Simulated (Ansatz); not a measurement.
AlN built on the zincblende prototype at its r2SCAN geometry, run in the plane-wave code Ansatz at 4 levels of theory. No spin polarisation and no zero-point or thermal motion.

The LDA input:
```yaml
crystal:
  lattice:
    - [0.0, 2.1848764127, 2.1848764127]
    - [2.1848764127, 0.0, 2.1848764127]
    - [2.1848764127, 2.1848764127, 0.0]
  atoms:
    - { symbol: Al, position: [0.0, 0.0, 0.0] }
    - { symbol: "N", position: [0.25, 0.25, 0.25] }
kpoints:
  mp_grid: { grid: [10, 10, 10] }
  band_path:
    path:
      - [0.0, 0.0, 0.0]
      - [-0.5, -0.5, 0.0]
      - [-0.375, -0.375, 0.25]
      - [-0.375, 0.0, 0.375]
      - [0.0, 0.0, 0.5]
      - [-0.5, -0.25, 0.25]
      - [0.0, 0.5, 0.5]
    npoints: 1
hamiltonian:
  xc: lda
scf:
  occupations: { method: fixed }
  n_extra_bands: 4
output:
  forces: true
  stress: true
  eigenvalues: true
```

Main results, then, where recorded, the levels near the gap in eV from the Fermi energy (columns number the bands from 0), one row a point of the path (Γ, X, U, K, L, W, X):
```
Crystal: 2 atoms, lattice volume = 20.860 Å³
Symmetry: 24 space group operations
Space group: F-43m (ITA 216)
```
```
Basis set: ecut = 420 eV, 411 PW (Γ)
k-points: 47 of 1000 (time reversal used)
SCF converged after 6 iterations
Free energy (F): -889.807103 eV
Fermi energy:    6.663322 eV
--- Stress (GPa, compression-positive) ---
       -3.829568       0.000000       0.000000
        0.000000      -3.829568       0.000000
        0.000000       0.000000      -3.829568
  P = ⅓ Tr σ = -3.8296 GPa (-38.296 kbar)
```
```tsv
band_0	band_1	band_2	band_3	band_4	band_5	band_6
-14.808	0.000	0.000	0.000	4.218	12.347	12.347
-12.040	-4.942	-1.784	-1.784	3.243	8.413	13.733
-12.058	-4.291	-3.659	-1.379	5.074	9.925	12.864
-12.058	-4.291	-3.659	-1.379	5.074	9.925	12.864
-12.698	-5.889	-0.483	-0.483	7.263	9.760	10.966
-11.981	-3.814	-3.466	-2.715	5.961	11.231	11.822
-12.040	-4.942	-1.784	-1.784	3.243	8.413	13.733
```

With LDA the valence top lies at Γ and the conduction bottom at X, 3.24 eV higher; the smallest vertical gap, at Γ, is 4.22 eV.

Problem. In the first input these blocks are replaced (the band path and keys that only write files left aside):
```yaml
hamiltonian:
  xc: r2scan
```
What comes out?

Solution.
```
Basis set: ecut = 500 eV, 531 PW (Γ)
k-points: 47 of 1000 (time reversal used)
SCF converged after 6 iterations
Free energy (F): -928.437201 eV
Fermi energy:    6.690862 eV
--- Stress (GPa, compression-positive) ---
        0.003833       0.000000       0.000000
        0.000000       0.003833       0.000000
        0.000000       0.000000       0.003833
  P = ⅓ Tr σ = 0.0038 GPa (0.038 kbar)
```
```tsv
band_0	band_1	band_2	band_3	band_4	band_5	band_6
-15.737	0.000	0.000	0.000	4.842	13.522	13.522
-13.109	-4.944	-1.810	-1.810	3.941	9.479	15.160
-13.130	-4.278	-3.649	-1.396	5.829	11.004	14.205
-13.130	-4.278	-3.649	-1.396	5.829	11.004	14.205
-13.735	-5.891	-0.489	-0.489	8.185	10.805	11.945
-13.059	-3.782	-3.490	-2.678	6.713	12.342	12.862
-13.109	-4.944	-1.810	-1.810	3.941	9.479	15.160
```
With r2SCAN the valence top lies at Γ and the conduction bottom at X, 3.94 eV higher; the smallest vertical gap, at Γ, is 4.84 eV. The mean stress is close to zero (0.00 GPa).

HSE06. Against the first input these blocks differ (the band path and keys that only write files left aside):
```yaml
kpoints:
  mp_grid: { grid: [8, 8, 8] }
hamiltonian:
  xc: hse06
```

```
Basis set: ecut = 420 eV, 411 PW (Γ)
k-points: 29 of 512 (time reversal used)
Exchange kernel: α = 0.2500, screened, ω = 0.2079 Å⁻¹, Wigner–Seitz truncation, v(0) = 1046.7407 eV·Å³, q-mesh 8×8×8
hybrid outer 1: dexx = +2.833e-3 eV, tail = 5.08e-6 eV
hybrid outer 2: dexx = +3.036e-8 eV, tail = 2.38e-8 eV, Δε = 1.60e-3 eV
hybrid SCF converged: 2 outer / 8 inner (+2 warm-up)
Free energy (F): -924.659912 eV
Fermi energy:    6.025175 eV
--- Stress (GPa, compression-positive) ---
       -0.644814       0.000000       0.000000
        0.000000      -0.644814       0.000000
        0.000000       0.000000      -0.644814
  P = ⅓ Tr σ = -0.6448 GPa (-6.448 kbar)
```
```tsv
band_0	band_1	band_2	band_3	band_4	band_5	band_6
-16.425	0.000	0.000	0.000	5.547	14.283	14.283
-13.590	-5.292	-1.928	-1.928	4.552	10.083	16.090
-13.609	-4.585	-3.890	-1.488	6.496	11.726	15.095
-13.609	-4.585	-3.890	-1.488	6.496	11.726	15.095
-14.262	-6.306	-0.524	-0.524	8.884	11.622	12.740
-13.532	-4.066	-3.714	-2.848	7.425	13.065	13.701
-13.590	-5.292	-1.928	-1.928	4.552	10.083	16.090
```

The HSE06 gap is indirect, 4.55 eV (Γ to X), below the direct gap of 5.55 eV at Γ. At this geometry HSE06 finds -0.6 GPa, compression counted positive: its own equilibrium volume is smaller. The stress of a hybrid is loosely converged here.

Problem. Another run on the same cell gave
```
Basis set: ecut = 420 eV, 411 PW (Γ)
k-points: 29 of 512 (time reversal used)
hybrid outer 1: dexx = +2.718e-3 eV, tail = 4.10e-6 eV
hybrid outer 2: dexx = +2.465e-8 eV, tail = 1.43e-8 eV, Δε = 1.47e-3 eV
hybrid SCF converged: 2 outer / 8 inner (+2 warm-up)
Free energy (F): -924.803039 eV
Fermi energy:    5.811628 eV
--- Stress (GPa, compression-positive) ---
       -0.065792       0.000000       0.000000
        0.000000      -0.065792       0.000000
        0.000000       0.000000      -0.065792
  P = ⅓ Tr σ = -0.0658 GPa (-0.658 kbar)
```
```tsv
band_0	band_1	band_2	band_3	band_4	band_5	band_6
-16.276	0.000	0.000	0.000	5.998	14.743	14.743
-13.455	-5.274	-1.916	-1.916	5.031	10.554	16.499
-13.474	-4.573	-3.887	-1.481	6.978	12.188	15.518
-13.474	-4.573	-3.887	-1.481	6.978	12.188	15.518
-14.124	-6.289	-0.525	-0.525	9.347	12.071	13.211
-13.397	-4.056	-3.706	-2.853	7.911	13.525	14.163
-13.455	-5.274	-1.916	-1.916	5.031	10.554	16.499
```
Which level of theory and mesh gave it?

Solution. It is DDH-PBE0, judged by the exchange loop and the size of the gap (a near hybrid could fit too), on 8×8×8; the blocks that differ from the first input, but for the band path:
```yaml
crystal:
  host: atoms
kpoints:
  mp_grid: { grid: [8, 8, 8] }
hamiltonian:
  xc:
    exchange: pbe
    correlation: pbe
    exx: { coeff: inverse_dielectric }
```
With DDH-PBE0 the valence top lies at Γ and the conduction bottom at X, 5.03 eV higher; the smallest vertical gap, at Γ, is 6.00 eV. The mean stress, -0.1 GPa, is small, and the program warns that its thresholds are loose for a hybrid's stress.

The hybrids run on coarser meshes, which limits their stresses and small splittings of levels.

Totals of different functionals can't be compared.

The meshes of the hybrids are coarse, so their gaps aren't converged to the digits shown.
